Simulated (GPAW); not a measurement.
The system is SnO2 (Cassiterite).

```
Sn O
1.0
     4.73800    0.00000    0.00000
     0.00000    4.73800    0.00000
     0.00000    0.00000    3.18650
Sn O
2 4
Direct
  0.50000 0.50000 0.50000
  0.00000 0.00000 0.00000
  0.80710 0.19290 0.50000
  0.19290 0.80710 0.50000
  0.30710 0.30710 0.00000
  0.69290 0.69290 0.00000
```

```yaml
Program: GPAW 26.7.0
Task: relaxation of cell and atoms
Functional: AM05
Potentials_or_basis: PAW data sets generated in the run's folder for this functional
Cutoff: 800 eV
Basis: pw
k_mesh: 4 × 4 × 5
Occupations: fermi-dirac, width 0.05 eV
Spin: no spin polarisation
```

At the start: pressure 3.6 GPa; volume 11.92 Å³/atom.

Problem. Where does the relaxation end?

Solution. Over 8 steps the energy falls by 2.6 meV/atom and the volume is 12.12 Å³/atom (+1.6 %); space group P4_2/mnm (No. 136, to 0.05 Å).

Step by step:
| step | energy change (eV) | largest force (eV/Å) | pressure (GPa) | volume (Å³) |
| --- | --- | --- | --- | --- |
| 1 | 0.0000 | 0.1705 | 3.60 | 71.53 |
| 2 | -0.0043 | 0.1060 | 3.09 | 71.67 |
| 3 | -0.0126 | 0.0905 | 1.18 | 72.23 |
| 4 | -0.0136 | 0.0922 | 0.80 | 72.37 |
| 5 | -0.0155 | 0.0408 | -0.03 | 72.70 |
| 6 | -0.0157 | 0.0092 | -0.06 | 72.73 |
| 7 | -0.0158 | 0.0029 | -0.01 | 72.72 |
| 8 | -0.0158 | 0.0066 | 0.02 | 72.71 |

Final structure:
```
CELL_PARAMETERS angstrom
4.76358 0.00000 0.00000
0.00000 4.76358 0.00000
0.00000 0.00000 3.20425
ATOMIC_POSITIONS crystal
Sn 0.50000 0.50000 0.50000
Sn 0.00000 0.00000 0.00000
O 0.80643 0.19357 0.50000
O 0.19357 0.80643 0.50000
O 0.30643 0.30643 0.00000
O 0.69357 0.69357 0.00000
```

Caveat: the k mesh is coarse; later steps reuse the first step's grids.
